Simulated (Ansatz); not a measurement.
Basis-set extrapolation for C4H6, SMILES `C1=CCC1` (PBE0-D4/def2-TZVP geometry, frozen core, Ansatz). Multiplicity 1, RHF reference.

```
                      def2-TZVPP   def2-QZVPP
                 HF  -154.957676  -154.964652
    MP2 correlation    -0.657947    -0.699155
CCSD(T) correlation    -0.722396      not run
```

Energies in hartree. Use E(X) = E(∞) + A·exp(−7.88·√X) for Hartree–Fock and E(X) = E(∞) + B·X^(−2.97) for correlation, with X = 3 and 4, and add CCSD(T) minus MP2 of the smaller set to the MP2 limit.

**Question.** What is the CCSD(T) energy at the basis-set limit?

**Answer.** HF limit: -154.964652 + (-0.006976) × 0.13774 = -154.96561. MP2 limit: -0.699155 + (-0.041208) × 0.74074 = -0.72968. Higher-order term: -0.722396 − (-0.657947) = -0.06445. Total: -155.75974 hartree, 209.2 kJ/mol below CCSD(T)/def2-TZVPP.
